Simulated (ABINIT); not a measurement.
A run of ABINIT 10.8.3 (patched build) is set up as follows.

Contents of run.abi:

```
ndtset 3

pp_dirpath "./"
pseudos "Hg.upf, Se.upf"

acell 4.2977950161 4.2977950161 4.2977950161 Angstrom
rprim
     0.0000000000     0.7071067812     0.7071067812
     0.7071067812     0.0000000000     0.7071067812
     0.7071067812     0.7071067812     0.0000000000
ntypat 2
znucl 80 34
natom 2
typat 1 2
xred
            0.0            0.0            0.0
            3/4            3/4            3/4

ecut 39.0

ngkpt 6 6 6
nshiftk 4
shiftk
     0.5000000000     0.5000000000     0.5000000000
     0.5000000000     0.0000000000     0.0000000000
     0.0000000000     0.5000000000     0.0000000000
     0.0000000000     0.0000000000     0.5000000000
istwfk *1

ixc 11

occopt 3
tsmear 0.05 eV

nstep 80

iomode 3
prteig 0
prtebands 0

nband1 22
tolvrs1 1.0e-12
prtden1 1
prtwf1 0
kptopt1 1

iscf2 -3
getden2 1
nband2 30
nbdbuf2 4
tolwfr2 1.0e-12
nstep2 120
prtden2 0
kptopt2 1

optdriver3 8
wfk_task3 "wfk_optics_fullbz"
getwfk3 2
nband3 26
kptopt3 1
prtevk3 1
inclvkb3 2
```

File optic.abi:

```
&FILES
 ddkfile_1 = 'runo_DS3_1_EVK.nc',
 ddkfile_2 = 'runo_DS3_2_EVK.nc',
 ddkfile_3 = 'runo_DS3_3_EVK.nc',
 wfkfile = 'runo_DS3_WFK.nc'
/
&PARAMETERS
 broadening = 0.005512,
 domega = 0.002,
 maxomega = 0.8,
 scissor = 0.000000,
 tolerance = 0.002
/
&COMPUTATIONS
 num_lin_comp = 1,
 lin_comp = 11,
 num_nonlin_comp = 0
/
```

Potentials or basis: PseudoDojo NC SR PBE v0.4.1 standard.

The run is started by

```console
$ abinit run.abi > log 2>&1
$ optic optic.abi > optic.log 2>&1
```

Predict the pressure.

4.4 GPa.

Dielectric function (mean over the directions given):
```csv
energy (eV),real part,imaginary part
0.33,16.96,5.92
0.76,9.57,2.18
1.31,15.63,5.81
1.74,6.35,5.83
2.29,9.22,8.18
2.83,2.76,7.54
3.27,3.58,5.52
3.81,4.60,6.13
4.25,3.68,4.99
4.79,6.06,8.78
5.33,0.78,7.85
5.77,0.45,5.51
6.31,2.13,6.72
6.75,-0.18,7.26
7.29,-0.83,5.69
7.84,-2.11,4.35
8.27,-1.73,3.61
8.82,-1.39,2.90
9.36,-0.96,2.47
9.80,-1.10,2.26
10.34,-1.03,1.69
10.78,-0.81,1.48
11.32,-0.42,1.27
11.86,-0.42,1.28
12.30,-0.18,1.24
12.84,-0.19,1.36
13.28,-0.41,1.10
13.82,-0.20,0.82
14.37,-0.10,0.74
14.80,-0.02,0.77
15.35,0.18,0.73
15.89,0.18,0.74
16.33,0.10,0.70
16.87,0.23,0.49
17.31,0.42,0.58
17.85,0.58,0.75
18.39,0.38,0.95
18.83,0.22,0.86
19.38,0.07,0.73
19.92,0.14,0.58
```

Caveat: the intraband (Drude) term is left out; spectra need much finer meshes, so this one isn't converged; independent-particle spectra lack excitons. Spin-orbit coupling is left out, which matters for the levels of Hg.
